Tin monoxide is built of layers. Each has a flat plane of oxygen in the middle and a plane of tin on either side, and a gap separates it from the next layer. Every tin atom has four oxygen neighbours at one distance, and every oxygen atom has four tin neighbours. The table holds the vibrations at the zone centre, where all unit cells move alike, from a density-functional calculation with PBE.

Phonon frequencies of SnO (P4/nmm, four-atom cell) at the relaxed cell, from VASP 6.6.1 with PBE, PAW potentials and no dispersion correction or spin polarisation. Settings are a 600 eV cutoff, a 5×5×5 k mesh, Fermi–Dirac smearing of 0.05 eV and finite displacements of 0.015 Å. Phonon q row 1 is the zone centre (0, 0, 0); imaginary frequencies are printed as negative.

```csv
row,phonon q row (row),phonon frequency (cm⁻¹)
1,1,-0.1
2,1,-0.1
3,1,-0.1
4,1,105.6
5,1,105.6
6,1,201.1
7,1,243.8
8,1,243.8
9,1,328.9
10,1,369.5
11,1,430.3
12,1,430.3
```

**(a) Why do the frequencies come as singlets and pairs, and where should mass alone put the vibration in which only tin moves?**

*Solution.* The cell has four atoms, so there are four independent patterns of motion along the layer normal and four along each of the two equal edges in the plane. In each direction one pattern moves the whole crystal and costs no energy. These are the three values at -0.1 cm⁻¹, whose minus sign is numerical noise. Three patterns along the normal remain as singlets, and three in the plane remain as pairs, because the two edges are equivalent.

Symmetry fixes the motion in the singlets. In one, the two tin planes move in opposite directions while oxygen rests. In another, neighbouring oxygen atoms move up and down in turn while tin rests. In the third, all the tin moves against all the oxygen.

A frequency goes as √(stiffness/mass). Tin is 118.7/16.0 = 7.42 times as heavy as oxygen, so at equal stiffness the tin mode should lie a factor √7.42 = 2.72 below the oxygen mode. The oxygen mode should be one of the two upper singlets, which puts the tin mode near 121 or 136 cm⁻¹. The lowest singlet lies at 201.1 cm⁻¹. Either it is not the tin mode, or tin is held much more stiffly than oxygen.

**(b) Is the 201.1 cm⁻¹ vibration the tin mode, and if so, what makes it stiff: the layer or the contact between layers?**

*Solution.* Suppose that it is the tin mode, and replace the crystal along the normal by two kinds of spring in turn. A layer spring k_L resists a change in the thickness of a layer, and a gap spring k_G resists a change in the width of the gap. When the tin planes move apart by 2u, the layer thickens by 2u and the gap narrows by 2u. Both springs resist together, so k_L + k_G is half the stiffness per tin atom. That stiffness is mass × (angular frequency)² = 283 N/m, which makes the sum 141 N/m.

A slow pull on the crystal loads the same springs in series: both carry the same force, and the softer one gives way most. The elastic constant C33 measures the resistance to such a pull. The same calculation gives 24.0 GPa for it when the atoms may adjust. With cell edges a = 3.868 Å in the plane and c = 5.051 Å along the normal, this means

k_L k_G/(k_L + k_G) = C33 a²/c = 7.1 N/m.

The two equations give springs of 134 and 7.5 N/m. The soft one is taken to be the gap.

The test is a quantity that did not enter. If the atoms are not allowed to adjust, a pull stretches the layer and the gap by the same fraction, and the stiff layer has to take its share. With a layer thickness t = 2.33 Å and a gap g = 2.73 Å, the springs predict

C33 (atoms held) = (k_L t² + k_G g²)/(a²c) = 103 GPa.

The full calculation gives 101 GPa, so the estimate is 2% too high. With the springs exchanged, a soft layer and a stiff gap, it would be 137 GPa. Had the singlet at 328.9 cm⁻¹ been the tin mode, the same steps would have led to 273 GPa, and the highest singlet does worse still. This is strong support for 201.1 cm⁻¹ as the tin mode, within a model whose forces act only across a single layer or a single gap.

The springs also show where the stiffness sits. Without the gap spring the tin mode would fall only to 196 cm⁻¹, so nearly all of its stiffness belongs to the layer. PBE without a dispersion correction probably makes the gap too soft, but even a gap spring twice as strong would raise this frequency by only about 5 cm⁻¹.

What sets the tin mode apart is that it alone among the singlets changes the distance between the tin planes. When all the tin moves against all the oxygen, the force on a tin atom per unit of displacement from the oxygen is at most 113 N/m, against 283 N/m here. Apart from the small share of the gap spring, the difference is an effective force between the two tin planes of a layer. It may be direct repulsion, act through the Sn–O–Sn angles or come from electric dipoles; the frequencies show that it is large, but not where it comes from.

**(c) Why is the lowest pair, at 105.6 cm⁻¹, so low, and why are the other two pairs so far apart?**

*Solution.* Consider motion along one edge of the plane. Two of the four bonds of an oxygen atom lean along that edge, and the other two stand at right angles to it. The bonds that lean along the edge link tin and oxygen into zigzag rows. If neighbouring rows slide past each other as rigid units, no Sn–O bond changes its length to first order. Such a motion is resisted only by forces other than bond stretching, and this is the natural reading of the lowest pair, though the oxygen need not follow the tin exactly. Softness is only half of the answer. If tin alone moved, 105.6 cm⁻¹ would mean a stiffness of 78 N/m per tin atom. That is far below the 283 N/m of the tin singlet, which is why the pair lies lower than that singlet. But it is no less than the 56 N/m per oxygen atom that 243.8 cm⁻¹ would mean if oxygen alone moved. The lowest pair lies below the other two pairs chiefly because heavy tin moves in it, whereas light oxygen does most of the moving in them.

In the two other patterns, tin and oxygen move against each other within every row. Neighbouring rows do so either in step or in opposition. Both patterns stretch the bonds equally, so bond stretching alone would give them the same frequency. The calculation puts them at 243.8 and 430.3 cm⁻¹, so forces between the rows must be strong too, not only the bonds within them.

An elastic constant confirms that bond springs are too simple a picture. The difference C11 − C12 measures the resistance to lengthening one edge of the plane while shortening the other. Bond springs matched to an oxygen mode at 328.9 cm⁻¹ would make it 140 GPa with the atoms held, whereas the calculation gives 56 GPa. Bond springs single out the sliding motion, but they do not tell how far apart the other two pairs lie.

A likely cause of the splitting is electrical. When the rows move in step, their dipoles add up, and the field of neighbouring dipoles in the plane can help the displacement along and lower its frequency. In opposition the dipoles cancel. The table has no correction for the macroscopic electric field, which would raise a polar vibration whose wave runs along its own displacement. If dipoles are the cause, 243.8 cm⁻¹ is the infrared-active pair and 430.3 cm⁻¹ the silent partner in infrared absorption. Whether dipoles really account for the whole splitting is the question that remains open; the atomic displacements in these two pairs and the effective charges of the atoms would help to settle it.
